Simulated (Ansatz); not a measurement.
Here is an Ansatz 0.2.0 calculation.

File input.yaml:

```yaml
crystal:
  lattice:
    - [3.812, 0.0, 0.0]
    - [-1.906, 3.3012888392, 0.0]
    - [0.0, 0.0, 18.68999]
  atoms:
    - { symbol: Zn, position: [0.3333333333, 0.6666666667, 0.83333] }
    - { symbol: Zn, position: [0.6666666667, 0.3333333333, 0.33333] }
    - { symbol: Zn, position: [0.6666666667, 0.3333333333, 0.66667] }
    - { symbol: Zn, position: [0.3333333333, 0.6666666667, 0.16667] }
    - { symbol: Zn, position: [0.0, 0.0, 0.5] }
    - { symbol: Zn, position: [0.0, 0.0, 0.0] }
    - { symbol: S, position: [0.3333333333, 0.6666666667, 0.95833] }
    - { symbol: S, position: [0.6666666667, 0.3333333333, 0.45833] }
    - { symbol: S, position: [0.6666666667, 0.3333333333, 0.79167] }
    - { symbol: S, position: [0.3333333333, 0.6666666667, 0.29167] }
    - { symbol: S, position: [0.0, 0.0, 0.625] }
    - { symbol: S, position: [0.0, 0.0, 0.125] }
hamiltonian:
  xc: pbe
  pseudopotentials: { kind: paw }
  dispersion: d3bj
kpoints:
  mp_grid: { grid: [8, 8, 2] }
scf:
  occupations: { method: fermi_dirac, width: 0.05 }
output:
  forces: true
  stress: true
relax:
  f_tol: 0.01
  max_steps: 40
  cell: { stress_tol: 0.05 }
```

Potentials or basis: Ansatz PAW.

Run with:

```console
$ ansatz run input.yaml --threads 4 --pin off --max-ram 11264MiB --backend cpu --events-out ev --progress --plain --runs-dir out
```

(1) Estimate the space group after relaxing (to 0.05 Å).

(2) What does it give for the band gap on the k mesh?

Answers

(1) P6_3mc (No. 186).

(2) 2.20 eV.

Caveat: the plane-wave basis is chosen anew once the cell has moved, so the energies of steps on either side of that aren't comparable.
